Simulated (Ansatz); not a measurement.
Here is an Ansatz 0.2.0 calculation.

File input.yaml:

```yaml
crystal:
  lattice:
    - [2.6622503, -0.03624233, -0.00683095]
    - [-1.36251193, 2.23176068, 0.04189651]
    - [-0.00642903, 0.04181964, 2.48776073]
  atoms:
    - { symbol: Si, position: [0.0, 0.0, 0.0] }
hamiltonian:
  xc: pbe
  pseudopotentials: { kind: paw }
kpoints:
  mp_grid: { grid: [12, 12, 11] }
scf:
  occupations: { method: fermi_dirac, width: 0.05 }
output:
  forces: true
  stress: true
  eigenvalues: true
  write_density: true
  write_potential: true
  elf: true
  volumetric_format: npy
relax:
  f_tol: 0.01
  max_steps: 40
  cell: { stress_tol: 0.05 }
```

Potentials or basis: Ansatz PAW.

Launch:

```sh
$ ansatz run input.yaml --threads 2 --pin off --max-ram 5632MiB --backend cpu --events-out ev --progress --plain --runs-dir out
```

(1) What does it give for the space group after relaxing (to 0.05 Å)?

(2) Estimate the relaxed cell.

(3) Estimate the band gap on the k mesh.

## Answers

(1) Cmmm (No. 65).

(2) a = 2.711 Å, b = 2.610 Å, c = 2.497 Å, α = 90.00°, β = 90.00°, γ = 121.29°.

(3) none (metal or under the smearing width).
